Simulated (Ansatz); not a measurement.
# CoSi2 (Fm-3m) in Ansatz: further runs

One crystal, CoSi2, is run at these levels: PBE; tasks: single point.

Program: Ansatz 0.2.0. These are calculated values, not measurements. Logs are shortened: lines on timing, memory, paths and dates and some standing lists are left out, and cuts for length are marked.

### Step 1. The crystal as given

The structure is cubic, space group Fm-3m (No. 225). Conventional cell: a = 5.356 Å, b = 5.356 Å, c = 5.356 Å, α = 90.00°, β = 90.00°, γ = 90.00°. Co (site symmetry m-3m) is surrounded by 8 Si at 2.32 Å. Around Si (site symmetry -43m) lie 4 Co at 2.32 Å.

### Step 2. Single point, PBE, collinear spin, ferromagnetic start

The input, input.yaml:

```yaml
crystal:
  lattice:
    - [0.0, 2.678, 2.678]
    - [2.678, 0.0, 2.678]
    - [2.678, 2.678, 0.0]
  atoms:
    - { symbol: Co, position: [0.0, 0.0, 0.0], spin: 2.0 }
    - { symbol: Si, position: [0.75, 0.75, 0.75] }
    - { symbol: Si, position: [0.25, 0.25, 0.25] }
hamiltonian:
  xc: pbe
  pseudopotentials: { kind: paw }
magnetization:
  spin_polarized: true
  initial_magnetization: 2.0
  spin_locking: { lock_magnetization: hard }
kpoints:
  mp_grid: { grid: [7, 7, 7] }
scf:
  occupations: { method: fermi_dirac, width: 0.05 }
  lower_state_search: "off"
output:
  forces: true
  stress: true
  eigenvalues: true
```

Potentials or basis: Ansatz PAW.

Started as:

```bash
$ ansatz run input.yaml --threads 2 --pin off --max-ram 5632MiB --backend cpu --events-out ev --progress --plain --runs-dir out
```

Log:

```text
Warning: output.stress: scf.convergence.dr2_threshold = 1e-7 eV (the SCF's general default) is looser than the 3e-10 eV advised for a printed stress (1e-10 eV for each atom of the cell: 3). What an SCF threshold leaves in a stress goes as its square root, and in the free energy as the threshold itself, and one threshold admits the most on a small cell: of the crystals measured, under no hybrid functional and no lock of the moments, on runs that ended without the residual-converged pass, on stresses that held no estimate of that error, the worst erred by over 100 MPa in a component at 1e-7 eV an atom and by under 5 at 1e-10. Set scf.convergence.dr2_threshold to 3e-10 eV or tighter. The threshold is an SCF's pass mark: one that does not reach it within its budget of iterations ends unconverged, or closes short of it on a stop that the run arms, and scf.convergence.dr2_threshold's page says what that costs each kind of run
Warning: RAYON_NUM_THREADS=2 ignored (pool sized by the plan → 2); use --threads N
Engine: ansatz 0.2.0, x86_64-unknown-linux-gnu
Pseudopotentials: kind: paw
Pseudopotential: Co, paw, valence charge 17, recommended cutoff 420 eV (normal), Co.paw.azcp
Pseudopotential: Si, paw, valence charge 4, recommended cutoff 420 eV (normal), Si.paw.azcp
Functional definition: PBE
  parameter kappa = 0.804
  parameter beta = 0.06672455060314922
  exchange = pbe_x(kappa = kappa, mu = beta*pi^2/3)
  correlation = pbe_c(beta = beta)
Crystal: 3 atoms, lattice volume = 38.412 Å³
Basis set: ecut = 420 eV, 749 PW (Γ), exchange–correlation on 54×54×54 points (8 copies of the dense FFT grid, shifted against one another)
Bands: 18, of which v1, the nominal top of the filled ones, is band 13 counted from 1 (12 counted from 0)
Symmetry: 48 space group operations
Space group: Fm-3m (ITA 225), of the structure as read, at distance tolerance 3.4e-5 Å
Magnetic group: BNS 225.116 (UNI 1618), of the structure as read, at distance tolerance 3.4e-5 Å
k-points: 20 of 343
Non-local potential: Co, projectors of the file, l = 0: 3, l = 1: 2, l = 2: 3, l = 3: 1
Non-local potential: Si, projectors of the file, l = 0: 2, l = 1: 2, l = 2: 2
PAW form: soft (Blöchl's): semilocal exchange-correlation on the pseudo side does not see the compensation charge
PAW one-centre angular grid: Co, 590 points (default); XC on 64 Gauss nodes
PAW one-centre angular grid: Si, 110 points (default); XC on 64 Gauss nodes
Initial density: superposition of atomic densities (chi_scale 0.1, normalization cell)
Starting moments: Σ|m| = 2 μB on 1 of 3 sites
Initial wavefunctions: pseudopotential atomic-orbital guess
Functional: x = pbe(κ = 0.804, μ = 0.2195149727645171), c = pbe(β = 0.06672455060314922)
SCF iter   1: F=—  HF=-6398.225252 eV  |F-HF|=—  |Δ(HF+E_count)|=         —  Δρ=9.84e-2 (↑2.23e-2 ↓9.84e-2)  dr2=4.85e0  dr2_m=8.51e-1  M=2.000 μB ∫|m|=2.000 μB  β_m=0.30  ethr=3.10e-3  ⟨swp⟩=5.8  Hψ=3538  notcnv=0
preconditioner: auto → none  [insulator: Δε(μ)=0.252 eV  Ē_g=8.721 eV  σ=0.050 eV  W_gap=0.52  n_scr=14 (ndim 8)  ℏωp=24.7 eV  f_vac=0.000  D(μ)=2.11/eV (n_scr^D=14)  ε∞_Penn≈9.0]
SCF iter   2: F=—  HF=-6398.759252 eV  |F-HF|=—  |Δ(HF+E_count)|=   5.34e-1  Δρ=1.24e-1 (↑1.24e-1 ↓9.95e-2)  dr2=1.23e1  dr2_m=7.62e-2  M=2.000 μB ∫|m|=2.000 μB  β_m=0.19  ethr=3.10e-3  ⟨swp⟩=3.0  Hψ=1872  notcnv=0  defer=30
preconditioner: auto → Kerker (q_TF=auto, 2.540 Å⁻¹)  [metal: Δε(μ)=0.047 eV  Ē_g=8.512 eV  σ=0.050 eV  W_gap=0.23  n_scr=14 (ndim 8)  ℏωp=24.7 eV  f_vac=0.000  D(μ)=3.82/eV (n_scr^D=58)]
spin=Collinear: Kerker preconditioning applied to the charge; magnetization (m = ρ↑ − ρ↓) channel mixes plain (no charge-response kernel on spin).
SCF iter   3: F=—  HF=-6397.659545 eV  |F-HF|=—  |Δ(HF+E_count)|=    1.10e0  Δρ=3.97e-2 (↑3.97e-2 ↓2.22e-2)  dr2=4.37e-1  dr2_m=2.36e-1  M=2.000 μB ∫|m|=2.000 μB  β_m=0.14  ethr=3.10e-3  ⟨swp⟩=2.9  Hψ=1662  notcnv=0  defer=25
SCF iter   4: F=—  HF=-6397.604370 eV  |F-HF|=—  |Δ(HF+E_count)|=   5.52e-2  Δρ=3.03e-2 (↑3.03e-2 ↓1.51e-2)  dr2=2.30e-1  dr2_m=1.30e-1  M=2.000 μB ∫|m|=2.000 μB  β_m=0.26  ethr=1.75e-3  ⟨swp⟩=1.6  Hψ=1060  notcnv=0  defer=25
SCF iter   5: F=—  HF=-6397.576753 eV  |F-HF|=—  |Δ(HF+E_count)|=   2.76e-2  Δρ=7.93e-3 (↑7.93e-3 ↓3.93e-3)  dr2=4.50e-2  dr2_m=6.02e-3  M=2.000 μB ∫|m|=2.000 μB  β_m=0.63  ethr=9.19e-4  ⟨swp⟩=2.1  Hψ=1312  notcnv=0  defer=26
SCF iter   6: F=—  HF=-6397.573060 eV  |F-HF|=—  |Δ(HF+E_count)|=   3.69e-3  Δρ=5.88e-3 (↑5.88e-3 ↓2.06e-3)  dr2=2.06e-2  dr2_m=3.00e-3  M=2.000 μB ∫|m|=2.000 μB  β_m=0.82  ethr=1.80e-4  ⟨swp⟩=2.0  Hψ=1005  notcnv=0  defer=26
SCF iter   7: F=—  HF=-6397.573396 eV  |F-HF|=—  |Δ(HF+E_count)|=   3.36e-4  Δρ=4.49e-3 (↑9.38e-4 ↓4.49e-3)  dr2=5.67e-3  dr2_m=1.31e-3  M=2.000 μB ∫|m|=2.000 μB  β_m=0.91  ethr=8.23e-5  ⟨swp⟩=1.8  Hψ=910  notcnv=0  defer=26
SCF iter   8: F=—  HF=-6397.573194 eV  |F-HF|=—  |Δ(HF+E_count)|=   2.02e-4  Δρ=1.51e-3 (↑1.51e-3 ↓4.00e-4)  dr2=1.24e-3  dr2_m=1.27e-4  M=2.000 μB ∫|m|=2.000 μB  β_m=0.95  ethr=2.27e-5  ⟨swp⟩=2.1  Hψ=1071  notcnv=0  defer=26
SCF iter   9: F=—  HF=-6397.573129 eV  |F-HF|=—  |Δ(HF+E_count)|=   6.48e-5  Δρ=6.49e-4 (↑6.49e-4 ↓1.99e-4)  dr2=2.46e-4  dr2_m=2.22e-5  M=2.000 μB ∫|m|=2.000 μB  β_m=0.98  ethr=4.97e-6  ⟨swp⟩=1.0  Hψ=711  notcnv=0  defer=26
SCF iter  10: F=—  HF=-6397.573109 eV  |F-HF|=—  |Δ(HF+E_count)|=   1.99e-5  Δρ=8.34e-5 (↑8.34e-5 ↓8.04e-5)  dr2=2.01e-6  dr2_m=2.07e-6  M=2.000 μB ∫|m|=2.000 μB  β_m=0.99  ethr=9.83e-7  ⟨swp⟩=1.4  Hψ=725  notcnv=0  defer=26
SCF iter  11: F=—  HF=-6397.573120 eV  |F-HF|=—  |Δ(HF+E_count)|=   1.12e-5  Δρ=3.14e-5 (↑1.36e-5 ↓3.14e-5)  dr2=5.59e-7  dr2_m=3.93e-8  M=2.000 μB ∫|m|=2.000 μB  β_m=0.99  ethr=8.04e-9  ⟨swp⟩=2.1  Hψ=1046  notcnv=0  defer=26
SCF iter  12: F=-6397.573120 eV  HF=-6397.573120 eV  |F-HF|=3.32e-9  |Δ(HF+E_count)|=   1.50e-7  Δρ=4.55e-6 (↑1.44e-6 ↓4.55e-6)  dr2=9.45e-9  dr2_m=1.27e-9  M=2.000 μB ∫|m|=2.000 μB  ethr=4.00e-10  ⟨swp⟩=5.2  Hψ=2862  notcnv=0
SCF 1 converged in 12 iterations: F = -6397.573120 eV  dr2 = 9.45e-9
SCF converged after 12 iterations
Stability checked in part: among states of this total moment the steps that led to this state did not find it unstable. No probe was made; neither looks for a lower state of another moment (fixed_total_moment; see scf.lower_state_search)
Magnetization: 2.0000 μB (13.5000 up, 11.5000 down)
Absolute magnetization: 2.0000 μB (∫|ρ↑−ρ↓|, with the PAW one-centre terms)
Spin contamination: 0.0061 ħ² per cell (⟨S²⟩ above its minimum at these occupations)
Per-site moments (μB) at R_I (Å): [(1.1564844108149337, 0.9566766129255746), (0.17872171458542346, 0.9566766129255746), (0.17872171458542394, 0.9566766129255748)]
Free energy (F): -6397.573120 eV
Harris-Foulkes:  -6397.573120 eV  (|F-HF|=3.32e-9)
Internal energy: -6397.552992 eV  (E = F + TS)
E sigma→0 (E₀):  -6397.563056 eV
Entropy (-TS):   -0.020129 eV (-6.710 meV/atom)
Fermi energy:    13.510210 (↑ 14.776596, ↓ 12.243824) eV
--- Per-component energies (eV) ---
  E_band       = -286.776203
  E_kinetic    = 547.228260
  E_local      = -4093.305740  (includes V_loc(G=0)·N_el)
  E_nonlocal   = 505.270464
  E_hartree    = 1778.076749
  E_xc         = -274.300275
  E_vxc        = -305.377916  (∫ρ·V_xc dr)
  E_paw        = -2542.036172  (= ΣΔE_a)
  E_vpaw       = -496.738659  (= ΣTr[D̂ρ^β])
  E_aug_tail   = 0.000159  (compensation charges beyond the density's cutoff)
  E_ewald      = -2318.486437
  E_smearing   = -0.020129  (= −TS)
  E_closure    = -0.000000  (closes the sum)
  Σ components = -6397.573120   (vs F -6397.573120, Δ=0.00e0)
--- Forces (eV/Å), atoms counted from 1 ---
  atom   1  Co    -0.00000000     0.00000000    -0.00000000
  atom   2  Si    -0.00000000     0.00000000    -0.00000000
  atom   3  Si    -0.00000000     0.00000000    -0.00000000
  max |Σ_I F_I| component: 3.24e-17 eV/Å
--- Stress (GPa, compression-positive) ---
       14.502704       0.000000      -0.000000
       -0.000000      14.502704      -0.000000
       -0.000000      -0.000000      14.502704
  P = ⅓ Tr σ = 14.5027 GPa (145.027 kbar)
--- Band table (eV; the first three rows and the last of 40) ---
  k-point 0 ↑: bands = ["-82.7802", "-46.0843", "-46.0843", "-46.0843", "-0.4507", "8.3042", "8.3042", "8.3042", "10.2210", "10.2210", "13.5068", "15.8350", "15.8350", "15.8350", "16.0310", "16.0310", "16.0310", "18.4023"]
  k-point 1 ↑: bands = ["-82.7802", "-46.0848", "-46.0844", "-46.0844", "-0.1410", "7.6756", "8.4079", "8.4079", "10.1585", "10.1585", "12.8725", "14.4102", "14.6435", "14.6435", "16.9494", "16.9494", "17.8749", "18.0058"]
  k-point 2 ↑: bands = ["-82.7802", "-46.0857", "-46.0846", "-46.0846", "0.7689", "6.1139", "8.6272", "8.6272", "10.1385", "10.1385", "11.0629", "13.3953", "13.3953", "15.1150", "16.2648", "16.2648", "17.1178", "19.8243"]
  k-point 19 ↓: bands = ["-81.4708", "-44.8079", "-44.8077", "-44.8070", "4.7746", "4.8507", "6.8644", "7.9933", "10.5791", "10.8525", "11.3744", "11.8374", "12.5003", "15.9776", "17.5164", "18.9642", "20.4100", "21.7425"]
```

Wall time 1.4 s (2 threads of Intel Xeon Platinum 8375C at 2.90GHz (Ice Lake), shared host); peak memory 0.35 GiB.

Results:

```
Free energy     : -6397.5731 eV
Pressure        : 14.5 GPa
Net moment      : 2.00 μB per cell
Absolute moment : 2.00 μB per cell
Site moments    : Co +1.16; Si +0.18 μB
```

Caveat: the total moment is fixed, so each spin has its own Fermi level; the thresholds are loose for stress.

### Step 3. Single point, PBE, collinear spin, ferromagnetic start

input.yaml, as its differences from that of step 2:

```diff
@@ -6,3 +6,3 @@
   atoms:
-    - { symbol: Co, position: [0.0, 0.0, 0.0], spin: 2.0 }
+    - { symbol: Co, position: [0.0, 0.0, 0.0], spin: 2.5 }
     - { symbol: Si, position: [0.75, 0.75, 0.75] }
@@ -14,3 +14,3 @@
   spin_polarized: true
-  initial_magnetization: 2.0
+  initial_magnetization: 2.5
   spin_locking: { lock_magnetization: hard }
```

Potentials or basis: Ansatz PAW.

Started as:

```bash
$ ansatz run input.yaml --threads 2 --pin off --max-ram 5632MiB --backend cpu --events-out ev --progress --plain --runs-dir out
```

Wall time 1.2 s (2 threads of Intel Xeon Platinum 8375C at 2.90GHz (Ice Lake), shared host); peak memory 0.36 GiB.

The run converged. Its results:

- Free energy: -6396.8680 eV
- Pressure: 20.0 GPa
- Net moment: 2.50 μB per cell
- Absolute moment: 2.50 μB per cell
- Site moments: Co +1.42; Si +0.23 μB

Caveat: the total moment is fixed, so each spin has its own Fermi level; the thresholds are loose for stress.
